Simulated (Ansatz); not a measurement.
Ansatz input file:

```yaml
crystal:
  lattice:
    - [-2.7089149145, 2.7089149145, 5.2688227675]
    - [2.7089149145, -2.7089149145, 5.2688227675]
    - [2.7089149145, 2.7089149145, -5.2688227675]
  atoms:
    - { symbol: Zn, position: [0.0, 0.0, 0.0] }
    - { symbol: Zn, position: [0.75, 0.25, 0.5] }
    - { symbol: Si, position: [0.5, 0.5, 0.0] }
    - { symbol: Si, position: [0.25, 0.75, 0.5] }
    - { symbol: P, position: [0.375, 0.392248443, 0.517248443] }
    - { symbol: P, position: [0.875, 0.857751557, 0.482751557] }
    - { symbol: P, position: [0.607751557, 0.125, 0.982751557] }
    - { symbol: P, position: [0.142248443, 0.625, 0.017248443] }
basis:
  ecutwfc: 420
kpoints:
  mp_grid: { grid: [8, 8, 8] }
hamiltonian:
  xc: lda
scf:
  occupations: { method: gaussian, width: 0.02 }
output:
  forces: true
  stress: true
  eigenvalues: true
relax:
  adjacent_minimum: "off"
  f_tol: 0.005
  max_steps: 50
  cell: { stress_tol: 0.05 }
```

Run as
```bash
ansatz run input.yaml --threads 2 --pin off --max-ram 5120MiB --backend cpu --events-out ev --progress --plain --runs-dir out
```

Theory: DFT LDA, scalar-relativistic, plane waves, PAW in Ansatz 0.2.0.

From the run's log, abridged (final results; tables in files aren't shown):

```
SCF 6 converged in 6 iterations: F = -10616.279996 eV  dr2 = 4.75e-12
SCF converged after 6 iterations
Free energy (F): -10616.279996 eV
Harris-Foulkes:  -10616.279996 eV  (|F-HF|=0.00e0)
Internal energy: -10616.279996 eV  (E = F + TS)
E sigma→0 (E₀):  -10616.279996 eV
Fermi energy:    7.639258 eV
--- Per-component energies (eV) ---
  E_band       = 54.978366
  E_kinetic    = 633.783983
  E_local      = -4473.945961  (includes V_loc(G=0)·N_el)
  E_nonlocal   = 1420.751642
  E_hartree    = 1874.089354
  E_xc         = -630.685632
  E_vxc        = -451.496714  (∫ρ·V_xc dr)
  E_paw        = -6637.609174  (= ΣΔE_a)
  E_vpaw       = -822.292607  (= ΣTr[D̂ρ^β])
  E_aug_tail   = -0.000682  (compensation charges beyond the density's cutoff)
  E_ewald      = -2806.415877
  E_core_change = 3.752350  (= ΣΔE_core)
  E_smearing   =  0.000000  (= −TS)
--- Forces (eV/Å), atoms counted from 1 ---
  atom   1  Zn     0.00000000     0.00000000     0.00000000
  atom   2  Zn     0.00000000     0.00000000     0.00000000
  atom   3  Si     0.00000000     0.00000000     0.00000000
  atom   4  Si     0.00000000     0.00000000     0.00000000
  atom   5  P      0.00053321     0.00000000     0.00000000
  atom   6  P     -0.00053321     0.00000000     0.00000000
  atom   7  P      0.00000000    -0.00053321     0.00000000
  atom   8  P      0.00000000     0.00053321     0.00000000
--- Stress (GPa, compression-positive) ---
       -0.015853       0.000000       0.000000
        0.000000      -0.015853       0.000000
        0.000000       0.000000      -0.024497
  P = ⅓ Tr σ = -0.0187 GPa (-0.187 kbar)
--- Band table (eV; the first three rows and the last of 59) ---
  k-point 0: bands = ["-6.1951", "-3.1598", "-3.1492", "-3.1492", "-1.6231", "-0.0239", "0.0351", "0.0351", "0.0513", "0.1749", "0.2097", "0.2337", "0.3442", "0.3787", "0.3787", "0.5998", "2.0002", "2.6014", "2.6014", "2.9006", "3.3593", "4.5617", "4.5617", "6.9683", "6.9683", "7.0813", "8.1973", "8.8147", "9.7734", "10.3200", "10.3200", "10.4432", "11.7695", "11.7695"]
  k-point 1: bands = ["-6.0781", "-3.3852", "-3.2835", "-3.1641", "-1.4305", "-0.0882", "-0.0101", "0.0319", "0.0725", "0.1584", "0.1601", "0.2399", "0.2997", "0.3687", "0.4215", "0.7089", "1.9322", "2.6453", "2.6546", "3.2850", "3.4178", "4.4127", "4.7847", "6.0372", "6.6518", "6.9213", "8.5308", "9.6600", "10.0168", "10.3299", "10.5911", "11.0322", "11.3512", "11.3821"]
  k-point 2: bands = ["-5.7437", "-3.8305", "-3.5517", "-3.2387", "-1.0492", "-0.2257", "-0.0033", "0.0279", "0.1057", "0.1166", "0.1175", "0.2362", "0.2651", "0.3577", "0.4334", "0.5811", "1.6584", "2.4411", "3.4196", "3.7336", "3.8990", "4.5047", "4.9698", "5.3930", "5.8391", "6.7755", "8.9504", "9.9899", "10.1703", "10.8091", "10.9447", "11.1295", "11.7393", "11.7867"]
  k-point 58: bands = ["-5.1735", "-5.1735", "-3.1958", "-3.1958", "-0.5299", "-0.5299", "0.0212", "0.0212", "0.0897", "0.0897", "0.1951", "0.1951", "0.2651", "0.2651", "0.5854", "0.5854", "3.1202", "3.1202", "3.3663", "3.3663", "4.7941", "4.7941", "5.1284", "5.1284", "5.8433", "5.8433", "8.3837", "8.3837", "8.6074", "8.6074", "9.4555", "9.4555", "10.8571", "10.8571"]
--- Relaxed structure (5 steps of the walk, 5 accepted, 1 SCFs on fresh bases) ---
  F+E_penalty+E_count = -10616.27999605 eV   max|allowed force component| = 5.332e-4 eV/Å   (the final SCF, on the basis selected at the relaxed cell)
  cell:  # Å, volume = 146.1591 Å³
    - [-2.65303599, 2.65303599, 5.19134186]
    - [2.65303599, -2.65303599, 5.19134186]
    - [2.65303599, 2.65303599, -5.19134186]
  atoms:
    - { symbol: Zn, position: [0.0, 0.0, 0.0] }
    - { symbol: Zn, position: [0.74999999, 0.24999999, 0.49999999] }
    - { symbol: Si, position: [0.49999999, 0.49999999, 0.0] }
    - { symbol: Si, position: [0.24999999, 0.74999999, 0.49999999] }
    - { symbol: P, position: [0.37499999, 0.38786640, 0.51286640] }
    - { symbol: P, position: [0.875, 0.86213359, 0.48713359] }
    - { symbol: P, position: [0.61213359, 0.12499999, 0.98713359] }
    - { symbol: P, position: [0.13786640, 0.62499999, 0.01286640] }
```

The relaxation met its thresholds.

The run took 100 s on 2 threads of Arm Neoverse V1 (shared host), peak memory 0.55 GiB.